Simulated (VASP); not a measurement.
Here is a VASP 6.6.1 calculation.

Contents of INCAR:

```
SYSTEM = Y
ALGO = Normal ; EDIFF = 1E-6
ENCUT = 520 ; GGA = PE
ISIF = 2 ; ISMEAR = 0
LASPH = .True. ; LCHARG = .True.
LELF = .True. ; LREAL = .False.
LVHAR = .True. ; LWAVE = .False.
NBANDS = 12 ; NELM = 80
PREC = Accurate ; SIGMA = 0.05
```

File KPOINTS:

```
k-points
0
Gamma
  14 14 14
  0 0 0
```

The input POSCAR:

```
Y
1.0
   -2.0222362337      2.0222362337      2.0222362337
    2.0222362337     -2.0222362337      2.0222362337
    2.0222362337      2.0222362337     -2.0222362337
Y
1
Direct
    0.0000000000      0.0000000000      0.0000000000
```

Potentials or basis: VASP PAW PBE potentials, release 64 (Y_sv).

Launch:

```console
$ cat potpaw_PBE.64/Y_sv/POTCAR > POTCAR
$ mpirun -np 1 vasp_std > vasp.out
```

Task: What does it give for the pressure?

Result: -0.2 GPa.

Task: Predict the band gap on the k mesh.

Result: None (metal or under the smearing width).
